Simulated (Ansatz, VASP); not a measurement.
Given: the input of a run of Ansatz 0.2.0 on MoS2.

File input.yaml:

```yaml
crystal:
  lattice:
    - [3.248839122, 0.0, 0.0]
    - [-1.624419561, 2.8135772124, 0.0]
    - [0.0, 0.0, 6.3542790981]
  atoms:
    - { symbol: Mo, position: [0.0, 0.0, 0.5] }
    - { symbol: S, position: [0.6666666667, 0.3333333333, 0.74468068] }
    - { symbol: S, position: [0.3333333333, 0.6666666667, 0.25531932] }
hamiltonian:
  xc: pbesol
  pseudopotentials: { kind: paw }
kpoints:
  mp_grid: { grid: [9, 9, 4] }
scf:
  occupations: { method: fermi_dirac, width: 0.05 }
output:
  forces: true
  stress: true
  eigenvalues: true
```

Potentials or basis: Ansatz PAW.

Launch:

```console
$ ansatz run input.yaml --threads 2 --pin off --max-ram 5120MiB --backend cpu --events-out ev --progress --plain --runs-dir out
```

Set up the same calculation for VASP 6.6.1. Potentials there: VASP PAW PBE potentials, release 64 (Mo_sv, S).

As run (the cutoff follows the program's own potentials):

Contents of INCAR:

```
ALGO = Normal ; EDIFF = 1E-6
ENCUT = 520 ; GGA = PS
ISIF = 2 ; ISMEAR = -1
LASPH = True ; LCHARG = False
LREAL = False ; LWAVE = False
NBANDS = 20 ; NELM = 80
PREC = Accurate ; SIGMA = 0.05
```

The input KPOINTS:

```
k-points
0
Gamma
  9 9 4
```

Contents of POSCAR:

```
MoS2
1.0
    3.2488391220      0.0000000000      0.0000000000
   -1.6244195610      2.8135772124      0.0000000000
    0.0000000000      0.0000000000      6.3542790981
Mo S
1 2
Direct
    0.0000000000      0.0000000000      0.5000000000
    0.6666666667      0.3333333333      0.7446806800
    0.3333333333      0.6666666667      0.2553193200
```

Potentials or basis: VASP PAW PBE potentials, release 64 (Mo_sv, S).

The run is started by

```console
$ cat potpaw_PBE.64/Mo_sv/POTCAR potpaw_PBE.64/S/POTCAR > POTCAR
$ mpirun -np 1 vasp_std > vasp.out
```

Both were run:

|  | VASP | Ansatz | Ansatz less VASP |
| --- | --- | --- | --- |
| gap on the k mesh at the Fermi level (eV) | none | none | - |
| pressure (GPa) | -5.8 | -5.8 | -0.01 |
| largest component of the traceless stress (GPa) | 2.25 | 2.23 | -0.024 |
| rms of the force components (eV/Å) | 0.131 | 0.134 | +0.0031 |

Atom by atom the forces differ by 0.003 eV/Å (rms over components). A gap of «none» marks a metal or a gap that the smearing closes.

Caveats: this functional lacks dispersion, which binds the layers, so the pressure and a relaxed spacing across them are unreliable; the PAW data sets were made with another functional, which shifts forces and pressure a little (VASP); the PAW data sets come from PBE, with cores solved anew for the run's functional, which leaves a small shift of forces and pressure (Ansatz).
